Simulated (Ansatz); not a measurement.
# Al$_{3}$Cu$_{2}$: pressure against volume

Al$_{3}$Cu$_{2}$, P-3m1, a = 4.099 Å, c = 4.982 Å. The structure is a Materials Project entry; whether it is the stable form wasn't checked. Ansatz: PBEsol, PAW, 420 eV, Γ-centred 12×12×8 mesh on 5 atoms, Gaussian smearing 0.10 eV; no spin polarisation. Shape and atoms are relaxed at each volume; pressure is positive in compression.

```
V (Å³/atom) P (GPa)
     12.756    19.41
     13.191    13.28
     13.626     8.08
     14.061        ?
     14.496    -0.03
     14.931    -3.13
     15.366    -5.71
     15.945    -8.52
```

Question: Take V0 = 14.496 Å³/atom, count pressures from its P0 = -0.03 GPa, fit the third-order Birch–Murnaghan form to the other rows, and predict the missing pressure.

Answer: With the Eulerian strain f = ½[(V0/V)^(2/3) − 1] and y = (P − P0)/[3f(1 + 2f)^(5/2)], the form is the line y = B0 + 1.5 B0 (B0′ − 4) f. Rows (f, y): 0.04449, 117.7; 0.03246, 116.8; 0.02106, 115.8; -0.00976, 111.2; -0.01906, 109.5; -0.03077, 107.8. Means f = 0.006403, y = 113.13; Σ(Δf)² = 0.004636, ΣΔfΔy = 0.6306; the slope is their ratio. y = 112.3 + 136.0 f GPa, so B0 = 112.3 GPa and B0′ = 4 + 2 × (136.0)/(3 × 112.3) = 4.81. At V = 14.061, f = 0.01026, y = 113.70 and P = 3.65 GPa. The run gave 3.68 GPa, so the fit is 0.03 GPa too low, within the rms miss on the fitted rows (0.05 GPa).